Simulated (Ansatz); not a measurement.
This cell of GeO$_{2}$ (rutile) is off equilibrium:

```
GeO2
1.0
    4.51036     0.00000     0.00000
    0.00000     4.51036     0.00000
    0.00000     0.00000     2.81771
Ge O
2 4
Direct
  0.00000   0.00000   0.00000
  0.50000   0.50000   0.50000
  0.30600   0.30600   0.00000
  0.80600   0.19400   0.50000
  0.19400   0.80600   0.50000
  0.69400   0.69400   0.00000
```

Method: r2SCAN (plane waves to 500 eV, PAW, scalar-relativistic; Ansatz, a first-principles code). k mesh 8×8×11 (Γ-centred), Fermi-Dirac smearing 0.05 eV. E stands for the smeared free energy. Stress and pressure are positive under compression. As the atoms are clamped, bonds stretch with the cell, which overstates energies and stresses. GeO2 was relaxed with its symmetry unable to fall.

Q: What is the stress tensor (GPa)?

A: 
```
   -8.4      0.0      0.0
    0.0     -8.4      0.0
    0.0      0.0      3.1
```
The pressure, a third of the trace, is -4.6 GPa.

Q: It is the relaxed cell deformed to V/V₀ = 1.027, (c/a)/(c/a)₀ = 0.960, c along z, fractional positions held. What is its energy relative to the relaxed cell?

A: 12.9 meV/atom.

(Under strain, the slope of the energy per volume gives the stress and its curvature an elastic modulus.)
